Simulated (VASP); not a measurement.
## VASP 6.6.1 run: LiH

INCAR

```
NBANDS = 42
ISIF = 3
EDIFF = 1E-7
ENCUT = 600
GGA = CA
IBRION = 2
LCHARG = .FALSE.
LASPH = .TRUE.
PREC = Accurate
LREAL = .FALSE.
LWAVE = .FALSE.
NSW = 40
EDIFFG = -5E-3
ISMEAR = -1
SIGMA = 0.02
NELM = 120
```

KPOINTS

```
KPOINTS created by Atomic Simulation Environment
0
Gamma
7 7 7
0 0 0
```

POSCAR

```
Li H
 1.0000000000000000
    -0.0000000000000000    2.0029948450773136    2.0029948450773136
     2.0029948450773136    0.0000000000000000    2.0029948450773136
     2.0029948450773136    2.0029948450773136    0.0000000000000000
 Li  H
   1   1
Cartesian
 -0.0000000000000000  0.0000000000000000  0.0000000000000000
  2.0029948450773136  2.0029948450773136  2.0029948450773136
```

The recommended LDA PAW datasets give the neutral cell 4 valence electrons.

Command

```
mpirun -np 1 vasp_std
```

Task: How does this run end, and what does it give?

Result: It converged. Results: relaxed cell vector lengths 2.758, 2.758, 2.758 Å; relaxed cell volume 14.83 Å³.

OSZICAR

```
N       E                     dE             d eps       ncg     rms          rms(c)
DAV:   1     0.748896905450E+01    0.74890E+01   -0.12556E+03  1680   0.938E+01
DAV:   2    -0.650204811991E+01   -0.13991E+02   -0.13466E+02  2166   0.306E+01
DAV:   3    -0.674057740038E+01   -0.23853E+00   -0.23784E+00  2036   0.361E+00
DAV:   4    -0.674071532373E+01   -0.13792E-03   -0.13791E-03  1944   0.880E-02
DAV:   5    -0.674071535202E+01   -0.28293E-07   -0.28325E-07  2054   0.115E-03    0.280E+00
DAV:   6    -0.654979490134E+01    0.19092E+00   -0.14869E-01  2070   0.254E-01    0.137E+00
DAV:   7    -0.648598866886E+01    0.63806E-01   -0.15897E-01  2150   0.271E-01    0.193E-01
DAV:   8    -0.648648400668E+01   -0.49534E-03   -0.10763E-03  1998   0.491E-02    0.283E-02
DAV:   9    -0.648647120094E+01    0.12806E-04   -0.57618E-05  2046   0.773E-03    0.260E-03
DAV:  10    -0.648647118185E+01    0.19096E-07   -0.53115E-07  1982   0.131E-03
...
DAV:   5    -0.649757844038E+01   -0.32051E-06   -0.80984E-07  1994   0.171E-03    0.943E-04
DAV:   6    -0.649757847030E+01   -0.29918E-07   -0.18415E-08  2002   0.260E-04
   3 F= -.64975785E+01 E0= -.64975785E+01  d E =-.111073E-01
       N       E                     dE             d eps       ncg     rms          rms(c)
DAV:   1    -0.649864394842E+01   -0.10655E-02   -0.12821E-02  1716   0.208E-01    0.285E-01
DAV:   2    -0.649816468594E+01    0.47926E-03   -0.74089E-05  1856   0.135E-02    0.161E-01
DAV:   3    -0.649795017712E+01    0.21451E-03   -0.11866E-04  2152   0.156E-02    0.394E-03
DAV:   4    -0.649795014166E+01    0.35453E-07   -0.11138E-06  1954   0.247E-03    0.115E-03
DAV:   5    -0.649795017862E+01   -0.36954E-07   -0.74426E-08  1994   0.517E-04
   4 F= -.64979502E+01 E0= -.64979502E+01  d E =-.114790E-01
```

Standard output (part)

```
POSCAR found type information on POSCAR LiH
 POSCAR found :  2 types and       2 ions
 LDA part: xc-table for (Slater(with rela. corr.)+CA(PZ))
 , standard interpolation
 POSCAR, INCAR and KPOINTS ok, starting setup
 WAVECAR not read
 entering main loop
 curvature:   0.00 expect dE= 0.000E+00 dE for cont linesearch  0.000E+00
 search vector abs. value=  0.577E-02
 bond charge predicted
 trial-energy change:   -0.005096  1 .order   -0.005065   -0.005774   -0.004355
 bond charge predicted
 curvature:  -1.86 expect dE=-0.369E-03 dE for cont linesearch -0.369E-03
 ZBRENT: extrapolating
 opt :   3.8723  next Energy=    -6.497957 (dE=-0.115E-01)
 bond charge predicted
 curvature:  -1.90 expect dE=-0.103E-05 dE for cont linesearch -0.103E-05
 search vector abs. value=  0.543E-06
 reached required accuracy - stopping structural energy minimisation
```

| ionic step | ΔE (meV/atom) | volume (Å³) | largest force (eV/Å) | pressure (GPa) | electronic steps |
| --- | --- | --- | --- | --- | --- |
| 1 | 0.0 | 16.07 | 0.000 | -2.82 | 10 |
| 2 | -2.5 | 15.75 | 0.000 | -2.17 | 5 |
| 3 | -5.6 | 15.05 | 0.000 | -0.56 | 6 |
| 4 | -5.7 | 14.83 | 0.000 | 0.03 | 5 |

For comparison, a separate LDA relaxation on usual settings, not on those above, ends at 14.83 Å³.
